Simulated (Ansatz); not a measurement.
# Be₈S₇: nudged elastic band, vacancy jump

Theory: Ansatz 0.2.0, DFT PBE, scalar-relativistic, plane waves, PAW. Cutoff 420 eV, Γ-centred 4×4×4 k-points, Gaussian smearing of 0.05 eV. No spin polarisation.

3 inner image(s), climbing off, force tolerance 0.05 eV/Å, at most 60 iterations, fixed cell. The cell carries a charge of +2 e on a uniform background, with no finite-size correction, so the barrier is rough in so small a cell.

Time: 3.8 min on 4 threads of Arm Neoverse V1, with other jobs on the host, peak memory 1.5 GiB.

Command:
```bash
ansatz run input.yaml --threads 4 --pin off --max-ram 9216MiB --backend cpu --events-out ev --progress --plain --runs-dir out
```

Input:
```yaml
crystal:
  lattice:
    - [0.0, 4.8758378149, -4.8758378149]
    - [4.8758378149, 4.8758378149, 0.0]
    - [4.8758378149, 0.0, -4.8758378149]
  atoms:
    - { symbol: Be, position: [-0.0225361177, 0.5676083531, -0.0225361177] }
    - { symbol: Be, position: [-0.0225361177, -0.0225361177, -0.0225361177] }
    - { symbol: Be, position: [0.5037725747, 0.5037725747, -0.0113177241] }
    - { symbol: Be, position: [0.5676083531, -0.0225361177, -0.0225361177] }
    - { symbol: Be, position: [-0.0113177241, 0.5037725747, 0.5037725747] }
    - { symbol: Be, position: [-0.0225361177, -0.0225361177, 0.5676083531] }
    - { symbol: Be, position: [0.5037725747, 0.5037725747, 0.5037725747] }
    - { symbol: Be, position: [0.5037725747, -0.0113177241, 0.5037725747] }
    - { symbol: S, position: [0.1282265237, 0.6217734763, 0.1282265237] }
    - { symbol: S, position: [0.6217734763, 0.1282265237, 0.1282265237] }
    - { symbol: S, position: [0.6217734763, 0.6217734763, 0.1282265237] }
    - { symbol: S, position: [0.1282265237, 0.1282265237, 0.6217734763] }
    - { symbol: S, position: [0.1282265237, 0.6217734763, 0.6217734763] }
    - { symbol: S, position: [0.6217734763, 0.1282265237, 0.6217734763] }
    - { symbol: S, position: [0.625, 0.625, 0.625] }
total_charge: 2
basis:
  ecutwfc: 420
kpoints:
  mp_grid: { grid: [4, 4, 4] }
hamiltonian:
  xc: pbe
scf:
  occupations: { method: gaussian, width: 0.05 }
output:
  forces: true
neb:
  images: 3
  f_tol: 0.05
  max_iterations: 60
  order_check: false
  final_atoms:
    - { symbol: Be, position: [-0.0225360976, 0.4774639024, -0.0225360976] }
    - { symbol: Be, position: [-0.0225360976, 0.0676082927, -0.0225360976] }
    - { symbol: Be, position: [0.5676082927, 0.4774639024, -0.0225360976] }
    - { symbol: Be, position: [0.5037725548, 0.0037725548, -0.0113176645] }
    - { symbol: Be, position: [-0.0225360976, 0.4774639024, 0.5676082927] }
    - { symbol: Be, position: [-0.0113176645, 0.0037725548, 0.5037725548] }
    - { symbol: Be, position: [0.5037725548, 0.4886823355, 0.5037725548] }
    - { symbol: Be, position: [0.5037725548, 0.0037725548, 0.5037725548] }
    - { symbol: S, position: [0.1282265545, 0.1217734455, 0.1282265545] }
    - { symbol: S, position: [0.6217734455, 0.1217734455, 0.1282265545] }
    - { symbol: S, position: [0.6217734455, 0.6282265545, 0.1282265545] }
    - { symbol: S, position: [0.1282265545, 0.1217734455, 0.6217734455] }
    - { symbol: S, position: [0.1282265545, 0.6282265545, 0.6217734455] }
    - { symbol: S, position: [0.625, 0.125, 0.625] }
    - { symbol: S, position: [0.6217734455, 0.6282265545, 0.6217734455] }
  climbing: false
```

Output (its end):
```
...
    - [4.8758378149, 0.0, -4.8758378149]
  atoms:
    - { symbol: Be, position: [-0.05981514391970026, 0.5598151495797448, -0.059815151027682575] }
    - { symbol: Be, position: [-0.0070702455295742735, 0.007070266077507854, -0.007070245367842555] }
    - { symbol: Be, position: [0.5080378854985349, 0.4619308099727135, -0.0020209843127375615] }
    - { symbol: Be, position: [0.5080379213204129, 0.03205225690462005, -0.002020993288531392] }
    - { symbol: Be, position: [-0.0020209870252966278, 0.4619308147324578, 0.5080378803092856] }
    - { symbol: Be, position: [-0.0020209924955347236, 0.03205227994769383, 0.5080378984956413] }
    - { symbol: Be, position: [0.48650929768522716, 0.5134907010306837, 0.4865093078177973] }
    - { symbol: Be, position: [0.5356675915292869, -0.03566759483022741, 0.5356675958210578] }
    - { symbol: S, position: [0.14753034811488402, 0.35246965132849417, 0.14753035903439826] }
    - { symbol: S, position: [0.6571949262672208, 0.09106765100943759, 0.16066976954347914] }
    - { symbol: S, position: [0.5723078704857657, 0.6576789468777912, 0.11233422515421287] }
    - { symbol: S, position: [0.1606697656927689, 0.09106765656296095, 0.6571949263038418] }
    - { symbol: S, position: [0.11233422020916284, 0.6576789584483695, 0.5723078616367226] }
    - { symbol: S, position: [0.6288187694401879, 0.1419129618110171, 0.6288187737901312] }
    - { symbol: S, position: [0.6288187726266549, 0.6004494904467353, 0.628818775990227] }
```

Self-consistency was reached.

Final band:

| image | s (Å) | ΔE (eV) |
| --- | --- | --- |
| 0 | 0.000 | 0.000 |
| 1 | 1.134 | 0.806 |
| 2 | 2.267 | 2.103 |
| 3 | 3.401 | 0.806 |
| 4 | 4.534 | 0.000 |

Highest image over the start 2.103 eV, over the end 2.103 eV. The order of the saddle wasn't checked, and a path that keeps a symmetry can read too high. Without a climbing image the barrier can read too low.

By iteration:

```
iteration largest band force component (eV/Å) highest image (eV)
        1                               17.929               6.230
        2                                9.472               3.766
        3                                3.926               2.599
        4                                1.905               2.236
        5                                0.557               2.158
        6                                0.343               2.113
        7                                0.227               2.108
        8                                0.042               2.103
```

Images of the last band (Å, true forces in eV/Å):

```xyz
15
Lattice="0.000 4.876 -4.876 4.876 4.876 0.000 4.876 0.000 -4.876" Properties=species:S:1:pos:R:3:forces:R:3 pbc="T T T" image=0 dE_eV=0.0000
Be    2.658    2.658    0.220    0.000    0.000    0.000
Be   -0.220   -0.220    0.220    0.000    0.000    0.000
Be    2.401    4.913   -2.401    0.001   -0.001   -0.001
Be   -0.220    2.658   -2.658    0.000    0.000    0.000
Be    4.913    2.401   -2.401   -0.001    0.001   -0.001
Be    2.658   -0.220   -2.658    0.000    0.000    0.000
Be    4.913    4.913   -4.913   -0.001   -0.001    0.001
Be    2.401    2.401   -4.913    0.001    0.001    0.001
S     3.657    3.657   -1.250    0.000    0.000    0.000
S     1.250    3.657   -3.657    0.000    0.000    0.000
S     3.657    6.063   -3.657    0.000    0.000    0.000
S     3.657    1.250   -3.657    0.000    0.000    0.000
S     6.063    3.657   -3.657    0.000    0.000    0.000
S     3.657    3.657   -6.063    0.000    0.000    0.000
S     6.095    6.095   -6.095    0.000    0.000    0.000
15
Lattice="0.000 4.876 -4.876 4.876 4.876 0.000 4.876 0.000 -4.876" Properties=species:S:1:pos:R:3:forces:R:3 pbc="T T T" image=1 dE_eV=0.8059
Be    2.521    2.521    0.547    0.076    0.076   -0.065
Be   -0.318   -0.318   -0.008   -0.632   -0.632   -0.155
Be    2.303    4.771   -2.410    0.031    0.004    0.096
Be   -0.033    2.709   -2.610   -0.383    0.062   -0.248
Be    4.771    2.303   -2.410    0.004    0.031    0.096
Be    2.709   -0.033   -2.610    0.062   -0.383   -0.248
Be    4.932    4.932   -4.778    0.025    0.025   -0.059
Be    2.436    2.436   -5.124   -0.073   -0.073    0.181
S     3.112    3.112   -1.290    1.102    1.102    0.258
S     1.230    3.695   -3.914   -0.062    0.010    0.132
S     3.751    6.023   -3.399   -0.075   -0.024   -0.101
S     3.695    1.230   -3.914    0.010   -0.062    0.132
S     6.023    3.751   -3.399   -0.024   -0.075   -0.101
S     3.757    3.757   -6.096   -0.070   -0.070    0.065
S     6.042    6.042   -6.125    0.011    0.011    0.016
15
Lattice="0.000 4.876 -4.876 4.876 4.876 0.000 4.876 0.000 -4.876" Properties=species:S:1:pos:R:3:forces:R:3 pbc="T T T" image=2 dE_eV=2.1032
Be    2.438    2.438    0.583    0.000    0.000    0.031
Be    0.000    0.000    0.069    0.000    0.000   -0.031
Be    2.242    4.729   -2.467    0.005   -0.007    0.005
Be    0.146    2.633   -2.467    0.007   -0.005    0.005
Be    4.729    2.242   -2.467   -0.007    0.005    0.005
Be    2.633    0.146   -2.467   -0.005    0.007    0.005
Be    4.876    4.876   -4.744    0.000    0.000    0.004
Be    2.438    2.438   -5.224    0.000    0.000    0.010
S     2.438    2.438   -1.439    0.000    0.000   -0.042
S     1.227    3.648   -3.988   -0.020    0.020   -0.002
S     3.754    5.997   -3.338    0.002   -0.002    0.000
S     3.648    1.227   -3.988    0.020   -0.020   -0.002
S     5.997    3.754   -3.338   -0.002    0.002    0.000
S     3.758    3.758   -6.132    0.000    0.000    0.008
S     5.994    5.994   -6.132    0.000    0.000    0.008
15
Lattice="0.000 4.876 -4.876 4.876 4.876 0.000 4.876 0.000 -4.876" Properties=species:S:1:pos:R:3:forces:R:3 pbc="T T T" image=3 dE_eV=0.8059
Be    2.354    2.354    0.547   -0.076   -0.076   -0.065
Be    0.318    0.318   -0.008    0.632    0.632   -0.155
Be    2.167    4.909   -2.610   -0.062    0.383   -0.248
Be    0.105    2.573   -2.410   -0.004   -0.031    0.096
Be    4.909    2.167   -2.610    0.383   -0.062   -0.248
Be    2.573    0.105   -2.410   -0.031   -0.004    0.096
Be    4.820    4.820   -4.778   -0.025   -0.025   -0.059
Be    2.440    2.440   -5.124    0.073    0.073    0.181
S     1.764    1.764   -1.290   -1.102   -1.102    0.258
S     1.181    3.646   -3.914   -0.010    0.062    0.132
S     3.728    6.001   -3.399    0.024    0.075   -0.101
S     3.646    1.181   -3.914    0.062   -0.010    0.132
S     6.001    3.728   -3.399    0.075    0.024   -0.101
S     3.710    3.710   -6.125   -0.011   -0.011    0.016
S     5.994    5.994   -6.096    0.070    0.070    0.065
15
Lattice="0.000 4.876 -4.876 4.876 4.876 0.000 4.876 0.000 -4.876" Properties=species:S:1:pos:R:3:forces:R:3 pbc="T T T" image=4 dE_eV=0.0000
Be    2.218    2.218    0.220    0.000    0.000    0.000
Be    0.220    0.220    0.220    0.000    0.000    0.000
Be    2.218    5.096   -2.658    0.000    0.000    0.000
Be   -0.037    2.475   -2.401    0.001   -0.001   -0.001
Be    5.096    2.218   -2.658    0.000    0.000    0.000
Be    2.475   -0.037   -2.401   -0.001    0.001   -0.001
Be    4.839    4.839   -4.913    0.001    0.001    0.001
Be    2.475    2.475   -4.913   -0.001   -0.001    0.001
S     1.219    1.219   -1.250    0.000    0.000    0.000
S     1.219    3.625   -3.657    0.000    0.000    0.000
S     3.688    6.095   -3.657    0.000    0.000    0.000
S     3.625    1.219   -3.657    0.000    0.000    0.000
S     6.095    3.688   -3.657    0.000    0.000    0.000
S     3.657    3.657   -6.095    0.000    0.000    0.000
S     6.095    6.095   -6.063    0.000    0.000    0.000
```